Question

A crystal of lead sulfide is cut along a {110} plane, and the upper part slides over the lower. Every atom keeps its place within its own part, and the spacing across the cut stays fixed. The undisturbed crystal has space group Fm-3m; a fault lowers the symmetry. Slip is the fraction u of the full slip vector, fault energy is the cost per area of the cut, and shear traction is its slope along the slide. The gap on mesh is the smallest energy between filled and empty states at the sampled points.

Rigid, unrelaxed slip of rocksalt PbS (a = 5.934 Å) on (011), one fault per 12-atom cell; the full slip vector is ½[2 −1 1], in units of a. Ansatz 0.2.0, plane-wave PAW, scalar-relativistic PBE with D3(BJ), no spin polarisation, cutoff 420 eV, Gamma-centred 6×8×3 k mesh, Gaussian smearing of 0.03 eV. Fault energies are free energies relative to the undisturbed crystal.

```
slip (fraction of the slip vector)  fault energy (mJ/m²)  shear traction (GPa (slope of the fault energy along the slip))  gap on mesh (eV)
                                 0                     ?                                                                ?                 ?
                               0.1                     ?                                                                ?                 ?
                               0.2                   980                                                            12.22             0.114
                               0.3                  2281                                                            23.84             0.000
                               0.4                  4457                                                            33.69             0.000
                               0.5                  5991                                                            -0.05             0.000
```

Predict the missing results at slip 0 and 0.1, each with an error bar. Say whether the height of the hill at slip 0.5 is a good guide to its foot.

Model answer

The first step is to see which ions meet. At slip 0.5 lead lies directly over lead and sulfur over sulfur, only 2.10 Å apart, where the undisturbed crystal keeps like ions 4.20 Å apart across the cut. Ions of like charge repel, and at such distances their electron shells also overlap strongly. This crowding is the natural reason for the steep upper part of the hill. The forces from the same runs fit it. At slip 0.2 the ions of both elements beside the cut feel similar forces, but at slip 0.5 those of one element feel about 16 times the force on the other. That element is most likely lead, because 2.10 Å is close to the length of an ordinary S–S bond but far too short for two lead atoms.

At the foot other contacts matter too. At slip 0.2 the like ions are still 3.03 Å apart. Each ion starts with two partners of opposite charge across the cut, both at 2.97 Å. One of them has now come closer, to 2.72 Å, while the other has moved away. Losing the second partner costs energy, but the stronger attraction to the first should offset part of that cost. The early slide should therefore be gentle compared with what comes later.

A pendulum makes a useful comparison. Its energy follows a single sine-squared curve, so the height of its top also fixes the stiffness at its bottom; Frenkel's model of sliding planes makes the same assumption. Scaled to the top at 5991 mJ/m², that curve gives 2070 mJ/m² at slip 0.2, about twice the computed 980. The pendulum keeps one force throughout its swing, whereas the crystal changes its closest contacts, so the top is a poor guide to the foot.

The foot is better reached from the rows next to it. Sliding forwards or backwards by the same amount gives equivalent arrangements, and a full slip restores the crystal. The simplest curve with this symmetry that can be softer or stiffer than the pendulum's is

E = P w + Q w², with w = sin²(πu)

Energy and traction at slip 0.2, where w = 0.3455, fix P and Q. The slip vector is 7.268 Å long, and 1 GPa times 1 Å is 100 mJ/m², so the slope per full slip is 12.22 × 7.268 × 100 = 8881 mJ/m². This slope equals (P + 2Qw) × π sin(2πu), and the last factor is 2.988. Hence

P + Qw = 980 / 0.3455 = 2836
P + 2Qw = 8881 / 2.988 = 2972

The difference gives Qw = 136, so P = 2700 and Q = 136 / 0.3455 = 394. At slip 0.1, w is 0.0955 and

E = 2700 × 0.0955 + 394 × 0.0955² ≈ 261 mJ/m²

This estimate ignores how sharply the hill steepens by slip 0.3. If the hill already bends upwards more strongly at 0.2 than this curve does, it must have been flatter just before. To reach 980 mJ/m² all the same, it must have climbed more at the start. Two further terms, fixed by energy and traction at slip 0.3, take this into account and raise the estimate to 304 mJ/m².

The four-term curve supplies the forecast. It assumes that the energy runs smoothly through the closing of the gap between slip 0.2 and 0.3. The error bars at slip 0.1 are judgements, wider than the spread between the two curves.

The gap is harder to predict. It is 0.114 eV at slip 0.2 and closed at 0.3, so it was probably wider earlier. Its starting value rests on a rough recollection of similar calculations without spin–orbit coupling, and the value at 0.1 is a guess between its neighbours.

Forecast for slip 0: fault energy 0 by definition; shear traction 0 ± 0.2 GPa by symmetry; gap 0.30 ± 0.15 eV.

Forecast for slip 0.1: fault energy 304 ± 60 mJ/m²; shear traction 7.3 ± 1.0 GPa; gap 0.25 ± 0.15 eV.

The withheld rows as computed:

```
slip (fraction of the slip vector)  fault energy (mJ/m²)  shear traction (GPa (slope of the fault energy along the slip))  gap on mesh (eV)
                                 0                     0                                                             0.00             0.362
                               0.1                   283                                                             7.31             0.308
```

Remarks on the reasoning

The energy at slip 0.1 is 283 mJ/m², so the forecast is 7 % above the computed value and within its bar. The result lies about midway between the two curves. The steepening at 0.3 therefore pointed in the right direction, but the four-term curve carried too much of it back to the foot. Whether the closing of the gap has a part in this can't be told from the energies.

The traction came out much closer, at 7.31 GPa, and there is a reason why it was the easier quantity. The four-term curve and the computed hill agree in both height and slope at slip 0 and again at slip 0.2. In between, their difference in height grows from zero and shrinks back to zero. Where it is largest, somewhere near halfway, the two slopes are equal. Within this stretch, slip 0.1 therefore shows the energy forecast near its worst, but the traction forecast close to a point where it is exact.

Both gaps were forecast about 0.06 eV too low. These are not two separate errors, because the guess at slip 0.1 was built on the recalled value at slip 0. Spin–orbit coupling, which is large for lead and is expected to narrow the gap, is missing from the calculation. PBE itself tends to make gaps too small, so the two errors work against each other. The mesh also misses two of the four equivalent valleys that hold the band edges of the crystal; a fault can make them differ, so the gap at 0.1 is less certain than the one at 0. The zeros of energy and traction at slip 0 test no physics.

The curve that served the foot fails at the top. It passes exactly through the rows at 0.2 and 0.3, which fixed it, but at slip 0.5 it lies 16 % below the computed energy. At slip 0.4 it gives a traction of 22.8 GPa where the calculation has 33.7. A likely reason is that contacts that close late in the slide leave too faint a trace in the earlier rows, just as the top told little of the foot.

An engineer should not read the largest traction as the strength of lead sulfide. In a real crystal the two parts would move apart and relieve the contacts between like ions. Galena, the mineral form, also slips mainly on {001} planes, not on the plane studied here, and the slip vector used is not the shortest repeat within its plane. The rows from 0.3 onwards have no gap, although mesh and smearing were chosen for an insulator, so their energies are less well converged; the steps between them are still far too large to be noise. Near the top the PAW spheres of facing lead ions are also expected to overlap, which makes the height there less certain.

The printed output below compares the curves row by row.

The analysis program printed:

```
Shortest distances across the cut in Å:
  row  like ions  unlike ions
  0.0      4.196        2.967
  0.1      3.585        2.751
  0.2      3.026        2.719
  0.3      2.552        2.877
  0.4       2.22        3.196
  0.5      2.098        3.634
Curves in mJ/m² and GPa (miss is prediction less computed):
  row  four-term energy  computed energy  energy miss  two-term energy  single-sine energy  four-term traction  computed traction  traction miss  two-term traction
  0.0                 0                0            0                0                   0                   0                  0              0                  0
  0.1             303.8              283        20.81            261.5               572.1               7.276               7.31       -0.03403              7.053
  0.2               980              980   -1.137e-13              980                2070               12.22              12.22              0              12.22
  0.3              2281             2281            0             1936                3921               23.84              23.84      3.553e-15              13.22
  0.4              4125             4457       -331.5             2765                5419               22.84              33.69         -10.85               8.67
  0.5              5041             5991       -949.6             3094                5991           5.389e-15              -0.05           0.05          1.846e-15
Length of the full slip vector in Å: 7.268
Mean slope from the energies between slip 0.2 and 0.3 in GPa: 17.9
Mean of the two tractions at slip 0.2 and 0.3 in GPa: 18.03
Single-sine energy over computed energy at slip 0.2 (ratio): 2.112
Four-term energy less computed energy at slip 0.4 in percent: -7.438
Four-term energy less computed energy at slip 0.5 in percent: -15.85
Initial shear stiffness of the four-term curve in GPa: 28.06
Shear stiffness from rough recalled elastic constants in GPa: 31.67
Error bar of the energy forecast at slip 0.1 in mJ/m²: 60
Error bar of the traction forecast at slip 0.1 in GPa: 1
Error bar of the traction forecast at slip 0 in GPa: 0.2
Energy miss at slip 0.1 in percent of the computed value: 7.353
Traction miss at slip 0.1 in percent of the computed value: -0.4655
Computed gap at slip 0 in eV (forecast 0.30 with error bar 0.15): 0.362
Gap miss at slip 0 in eV (forecast less computed): -0.062
Computed gap at slip 0.1 in eV (forecast 0.25 with error bar 0.15): 0.308
Gap miss at slip 0.1 in eV (forecast less computed): -0.058
```
